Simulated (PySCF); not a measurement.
## Atomic charges against the basis set

Benzaldehyde, C7H6O.
Geometry (PBE0-D3(BJ)/def2-SVP, Å), atoms numbered from 1 in this order:
```
atom  x, y, z in Å
O1     2.8772   -1.4383   -0.0926
C2     2.3330   -0.3702   -0.2166
C3     0.8800   -0.1411   -0.0596
C4     0.3524    1.1442   -0.2173
C5    -1.0152    1.3605   -0.0672
C6    -1.8553    0.2902    0.2402
C7    -1.3319   -0.9968    0.3981
C8     0.0324   -1.2130    0.2492
H9     2.9209    0.5503   -0.4696
H10    1.0220    1.9752   -0.4586
H11   -1.4290    2.3639   -0.1896
H12   -2.9285    0.4587    0.3582
H13   -1.9964   -1.8298    0.6386
H14    0.4748   -2.2049    0.3663
```

PBE0 throughout (PySCF), one geometry, spherical d and f functions. One conformer (not necessarily the lowest) at the PBE0-D3(BJ)/def2-SVP geometry, without solvent, vibrations or thermal averaging. Atoms taken as equivalent share a column and are averaged. The first 7 of 10 kinds of atom are listed.

Mulliken charges (e):

```csv
basis,functions,O1,C2,C3,C4/C8,C5/C7,C6,H9
STO-3G,46,-0.179,+0.090,-0.028,-0.077,-0.084,-0.077,+0.058
pcSseg-0,84,-0.465,+0.322,-0.342,-0.132,-0.239,-0.224,+0.205
6-31G,84,-0.387,+0.170,-0.031,-0.158,-0.177,-0.153,+0.135
6-31G*,124,-0.389,+0.187,+0.025,-0.187,-0.174,-0.157,+0.127
cc-pVDZ,142,-0.205,+0.227,-0.157,+0.028,+0.006,+0.008,-0.004
def2-SVP,142,-0.213,+0.201,-0.110,+0.003,-0.018,-0.006,+0.003
pcSseg-1,166,-0.356,+0.374,-0.386,+0.018,-0.084,-0.070,+0.066
aug-cc-pVDZ,238,-0.604,+0.683,+1.722,+0.352,+0.396,+0.297,-0.369
"6-311+G(2d,p)",252,-0.392,-0.007,+0.904,-0.433,-0.155,-0.046,+0.103
def2-TZVP,284,-0.280,+0.072,+0.157,-0.186,-0.096,-0.113,+0.071
cc-pVTZ,324,-0.258,+0.137,+0.017,-0.115,-0.115,-0.102,+0.046
```

IAO charges (e):

| basis | functions | O1 | C2 | C3 | C4/C8 | C5/C7 | C6 | H9 |
| --- | --- | --- | --- | --- | --- | --- | --- | --- |
| STO-3G | 46 | -0.175 | +0.076 | -0.063 | -0.121 | -0.137 | -0.127 | +0.090 |
| pcSseg-0 | 84 | -0.357 | +0.212 | -0.068 | -0.125 | -0.148 | -0.130 | +0.098 |
| 6-31G | 84 | -0.370 | +0.208 | -0.056 | -0.131 | -0.149 | -0.132 | +0.104 |
| 6-31G* | 124 | -0.389 | +0.251 | -0.063 | -0.123 | -0.144 | -0.126 | +0.088 |
| cc-pVDZ | 142 | -0.382 | +0.247 | -0.061 | -0.127 | -0.147 | -0.129 | +0.088 |
| def2-SVP | 142 | -0.382 | +0.249 | -0.062 | -0.123 | -0.143 | -0.125 | +0.086 |
| pcSseg-1 | 166 | -0.395 | +0.254 | -0.065 | -0.127 | -0.148 | -0.130 | +0.093 |
| aug-cc-pVDZ | 238 | -0.403 | +0.255 | -0.062 | -0.130 | -0.150 | -0.132 | +0.095 |
| 6-311+G(2d,p) | 252 | -0.405 | +0.256 | -0.062 | -0.129 | -0.150 | -0.131 | +0.095 |
| def2-TZVP | 284 | -0.403 | +0.258 | -0.063 | -0.129 | -0.150 | -0.131 | +0.094 |
| cc-pVTZ | 324 | -0.400 | +0.256 | -0.062 | -0.129 | -0.150 | -0.131 | +0.093 |

Some averages cover members that differ in this geometry, most widely: C4/C8, Mulliken in 6-311+G(2d,p) -0.640 to -0.225; C5/C7, Mulliken in aug-cc-pVDZ +0.353 to +0.439; C4/C8, Mulliken in pcSseg-1 -0.004 to +0.040; C4/C8, Mulliken in pcSseg-0 -0.152 to -0.112 e.

Which scheme is steadiest as the basis changes?

Largest range over the bases for any column: IAO 0.23 e, Mulliken 2.11 e. IAO charges move least and Mulliken charges most, counted in e. Without the minimal STO-3G basis the ranges are IAO 0.05, Mulliken 2.11 e.

How much do the charges still move between the two largest bases, def2-TZVP and cc-pVTZ?

At most, over all atoms: Mulliken 0.140 e, IAO 0.003 e.

What do the same runs give for the total energy, the frontier levels and the dipole moment?

| basis | energy (Eh) | HOMO (eV) | LUMO (eV) | μ (D) |
| --- | --- | --- | --- | --- |
| STO-3G | -340.8530 | -4.48 | 1.17 | 1.89 |
| pcSseg-0 | -344.3924 | -7.55 | -1.87 | 3.39 |
| 6-31G | -345.0775 | -7.34 | -1.62 | 3.46 |
| 6-31G* | -345.1640 | -7.27 | -1.54 | 3.23 |
| cc-pVDZ | -345.1956 | -7.33 | -1.68 | 3.09 |
| def2-SVP | -344.9220 | -7.44 | -1.77 | 3.16 |
| pcSseg-1 | -345.1300 | -7.58 | -1.90 | 3.33 |
| aug-cc-pVDZ | -345.2122 | -7.54 | -1.94 | 3.40 |
| 6-311+G(2d,p) | -345.2639 | -7.58 | -1.95 | 3.44 |
| def2-TZVP | -345.2933 | -7.54 | -1.90 | 3.37 |
| cc-pVTZ | -345.2835 | -7.50 | -1.85 | 3.30 |

The dipole is fixed by the density alone, so its range of 1.57 D shows that the density itself changes with the basis, not only its division among atoms.
